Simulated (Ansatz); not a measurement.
A plane-wave DFT run in Ansatz 0.2.0 (scalar-relativistic PAW potentials unless the input names others): input and command.

```yaml
crystal:
  lattice:
    - [5.3271204658, 0.0, 0.0]
    - [-2.6635602329, 4.6134216524, 0.0]
    - [0.0, 0.0, 8.6969758317]
  atoms:
    - { symbol: Si, position: [0.6666666667, 0.3333333333, 0.9375219304] }
    - { symbol: Si, position: [0.6666666667, 0.3333333333, 0.5624780696] }
    - { symbol: Si, position: [0.3333333333, 0.6666666667, 0.0624780696] }
    - { symbol: Si, position: [0.3333333333, 0.6666666667, 0.4375219304] }
    - { symbol: O, position: [0.0, 0.4987543761, 0.0] }
    - { symbol: O, position: [0.4987543761, 0.4987543761, 0.5] }
    - { symbol: O, position: [0.5012456239, 0.0, 0.5] }
    - { symbol: O, position: [0.5012456239, 0.5012456239, 0.0] }
    - { symbol: O, position: [0.0, 0.5012456239, 0.5] }
    - { symbol: O, position: [0.6666666667, 0.3333333333, 0.75] }
    - { symbol: O, position: [0.3333333333, 0.6666666667, 0.25] }
    - { symbol: O, position: [0.4987543761, 0.0, 0.0] }
basis:
  ecutwfc: 420
kpoints:
  mp_grid: { grid: [6, 6, 4] }
hamiltonian:
  xc: pbe
scf:
  occupations: { method: gaussian, width: 0.02 }
  lower_state_search: light
  algorithm: direct_min
output:
  forces: true
  eigenvalues: true
  stress: true
total_charge: -1
```

```bash
ansatz run input.yaml --threads 2 --pin off --max-ram 5120MiB --backend cpu --events-out ev --progress --plain --runs-dir out
```

Abridged log:
```
Pseudopotentials: kind: paw
Pseudopotential: Si, paw, valence charge 4, recommended cutoff 420 eV (normal)
Pseudopotential: O, paw, valence charge 6, recommended cutoff 420 eV (normal)
Functional definition: PBE
Crystal: 12 atoms, lattice volume = 213.739 Å³
Basis set: ecut = 420 eV, 4163 PW (Γ), exchange–correlation on 72×72×120 points (8 copies of the dense FFT grid, shifted against one another)
Bands: 45, of which v1, the nominal top of the filled ones, is band 33 counted from 1 (32 counted from 0)
Symmetry: 12 space group operations
Space group: P6322 (ITA 182), of the structure as read, at distance tolerance 6.0e-5 Å
k-points: 21 of 144 (time reversal used)
Initial density: superposition of atomic densities (neutral atoms scaled as one to the charged cell's electrons: chi_scale 0, normalization atom), corrected by the library's trained network
Initial wavefunctions: pseudopotential atomic-orbital guess
Functional: x = pbe(κ = 0.804, μ = 0.21951497), c = pbe(β = 0.06672455)
SCF iter   1: F=—  HF=-7091.262279 eV  |F-HF|=—  |Δ(HF+E_count)|=         —  Δρ=3.67e-2  dr2=2.99e0  ethr=1.77e-3  ⟨swp⟩=11.4  Hψ=5480  notcnv=0
SCF iter   2: F=—  HF=-7091.077937 eV  |F-HF|=—  |Δ(HF+E_count)|=   1.84e-1  Δρ=4.01e-2  dr2=2.28e0  ethr=1.77e-3  ⟨swp⟩=5.4  Hψ=3710  notcnv=0  defer=4
SCF iter   3: F=—  HF=-7090.358083 eV  |F-HF|=—  |Δ(HF+E_count)|=   7.20e-1  Δρ=9.13e-4  dr2=2.07e-3  ethr=2.35e-6  ⟨swp⟩=6.2  Hψ=5503  notcnv=0  defer=8
SCF iter   4: F=—  HF=-7090.357345 eV  |F-HF|=—  |Δ(HF+E_count)|=   7.38e-4  Δρ=9.32e-5  dr2=9.27e-6  ethr=2.35e-6  ⟨swp⟩=4.7  Hψ=2157  notcnv=0  defer=3
SCF iter   5: F=—  HF=-7090.357346 eV  |F-HF|=—  |Δ(HF+E_count)|=   1.30e-6  Δρ=5.28e-5  dr2=3.62e-6  ethr=1.43e-8  ⟨swp⟩=4.0  Hψ=2514  notcnv=0
SCF iter   6: F=—  HF=-7090.357345 eV  |F-HF|=—  |Δ(HF+E_count)|=   1.12e-6  Δρ=1.03e-5  dr2=1.53e-7  ethr=5.56e-9  ⟨swp⟩=3.0  Hψ=1750  notcnv=0
SCF iter   7: F=-7090.357345 eV  HF=-7090.357345 eV  |F-HF|=1.65e-9  |Δ(HF+E_count)|=   4.25e-8  Δρ=1.02e-6  dr2=1.91e-9  ethr=2.36e-10  ⟨swp⟩=3.0  Hψ=1688  notcnv=0
the search or the solves at the SCF's close seem to have found levels that the self-consistency loop had missed (the run counts 1). By its estimate they hold under 1e-12 electrons; where the run keeps them, the occupations were computed again with them
SCF 1 converged in 7 iterations: F = -7090.357345 eV  dr2 = 1.91e-9
  Residual-converged pass: ⟨swp⟩=3.3  Hψ=2260  notcnv=0  max |occ|·‖R‖ = 6.7e-6 eV (tolerance 6.7e-6 eV) dr2=2.99e-9  dr2_onsite=1.62e-10  max |Δocc| = 3.8e-10
SCF converged after 7 iterations
Stability not checked: this state was not tested for a lower state beside it, because a direct minimisation reached the state, and no test of it is asked (direct_minimisation; see scf.lower_state_search)
Free energy (F): -7090.357345 eV
Harris-Foulkes:  -7090.357345 eV  (|F-HF|=1.65e-9)
Internal energy: -7090.357139 eV  (E = F + TS)
E sigma→0 (E₀):  -7090.357242 eV
Entropy (-TS):   -0.000206 eV (-0.017 meV/atom)
Fermi energy:    6.156826 eV
--- Forces (eV/Å), atoms counted from 1 ---
  atom   1  Si     0.00000000     0.00000000    -0.02886022
  atom   2  Si     0.00000000     0.00000000     0.02886022
  atom   3  Si     0.00000000     0.00000000     0.02886022
  atom   4  Si     0.00000000     0.00000000    -0.02886022
  atom   5  O      0.00034465    -0.00059695     0.00000000
  atom   6  O     -0.00034465    -0.00059695     0.00000000
  atom   7  O      0.00068930     0.00000000     0.00000000
  atom   8  O      0.00034465     0.00059695     0.00000000
  atom   9  O     -0.00034465     0.00059695     0.00000000
  atom  10  O      0.00000000     0.00000000     0.00000000
  atom  11  O      0.00000000     0.00000000     0.00000000
  atom  12  O     -0.00068930     0.00000000     0.00000000
--- Stress (GPa, compression-positive) ---
       -2.077350       0.000000       0.000000
        0.000000      -2.077350       0.000000
        0.000000       0.000000      -1.995003
  P = ⅓ Tr σ = -2.0499 GPa (-20.499 kbar)
```

Apart from outputs, empty bands and the relaxation, which only the reference makes, the input differs from a reference run on usual settings in total_charge: not typed → -1; scf.lower_state_search: not typed → "light"; scf.algorithm: not typed → "direct_min". The reference, at the same geometry, ended its own course with pressure -3.98 GPa, largest force 0.008 eV/Å, gap on the mesh 5.22 eV. This run converged in 7 SCF iterations with a total energy on another zero, pressure -2.05 GPa (with the neutralising background of the charged cell), largest force 0.029 eV/Å, no gap on the mesh.

Time: 29 s on 2 threads of Intel(R) Xeon(R) Platinum 8259CL CPU @ 2.50GHz (Skylake/Cascade Lake) (shared host), peak memory 0.73 GiB.